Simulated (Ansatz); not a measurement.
Input, command and steps of an Ansatz relaxation.

```yaml
crystal:
  lattice:
    - [3.9203514724, 0.0, 0.0]
    - [0.0, 3.9203514724, 0.0]
    - [0.0, 0.0, 5.9578154254]
  atoms:
    - { symbol: Cu, position: [0.5, 0.5, 0.0] }
    - { symbol: Cu, position: [0.0, 0.0, 0.0] }
    - { symbol: I, position: [0.5, 0.0, 0.2866707539] }
    - { symbol: I, position: [0.0, 0.5, 0.7133292461] }
basis:
  ecutwfc: 420
kpoints:
  mp_grid: { grid: [8, 8, 6] }
hamiltonian:
  xc: pbe
  dispersion: d3bj
scf:
  occupations: { method: gaussian, width: 0.02 }
output:
  forces: true
  stress: true
  eigenvalues: true
relax:
  adjacent_minimum: "off"
  f_tol: 0.01
  max_steps: 30
  cell: { stress_tol: 0.1, fix: [volume] }
```

```bash
ansatz run input.yaml --threads 1 --pin off --max-ram 2560MiB --backend cpu --events-out ev --progress --plain --runs-dir out
```

Theory: DFT PBE+D3(BJ), scalar-relativistic, plane waves, PAW (Ansatz 0.2.0).

The volume is held at 0.91 times that of the relaxed cell.

Of 4 frames 3 are shown, positions in Å and forces in eV/Å; the SCF threshold varies from step to step. Steps run on the plane waves of an earlier cell, with a Pulay correction in the pressure. The basis is chosen afresh for the last frame, the zero of the energies, and at times for earlier ones too; energy and pressure step there, also at an unchanged geometry.

```xyz
4
Lattice="3.9204 0.0000 0.0000 0.0000 3.9204 0.0000 0.0000 0.0000 5.9578" Properties=species:S:1:pos:R:3:forces:R:3 pbc="T T T" step=1 free_energy_over_end_meV_per_atom=1.96 pressure_GPa=3.96
Cu    1.9602    1.9602    0.0000    0.0000    0.0000    0.0000
Cu    0.0000    0.0000    0.0000    0.0000    0.0000    0.0000
I     1.9602    0.0000    1.7079    0.0000    0.0000    0.2787
I     0.0000    1.9602    4.2499    0.0000    0.0000   -0.2787
4
Lattice="3.9361 0.0000 0.0000 0.0000 3.9361 0.0000 0.0000 0.0000 5.9102" Properties=species:S:1:pos:R:3:forces:R:3 pbc="T T T" step=2 free_energy_over_end_meV_per_atom=0.59 pressure_GPa=2.67
Cu    1.9681    1.9681    0.0000    0.0000    0.0000    0.0000
Cu    0.0000    0.0000    0.0000    0.0000    0.0000    0.0000
I     1.9681    0.0000    1.7388    0.0000    0.0000   -0.1585
I     0.0000    1.9681    4.1713    0.0000    0.0000    0.1585
4
Lattice="3.9328 0.0000 0.0000 0.0000 3.9328 0.0000 0.0000 0.0000 5.9202" Properties=species:S:1:pos:R:3:forces:R:3 pbc="T T T" step=4 free_energy_over_end_meV_per_atom=0.00 pressure_GPa=3.10
Cu    1.9664    1.9664    0.0000    0.0000    0.0000    0.0000
Cu    0.0000    0.0000    0.0000    0.0000    0.0000    0.0000
I     1.9664    0.0000    1.7265    0.0000    0.0000   -0.0073
I     0.0000    1.9664    4.1937    0.0000    0.0000    0.0073
```

Time: 61 s on 1 thread of Arm Neoverse V2 (shared host), peak memory 0.47 GiB.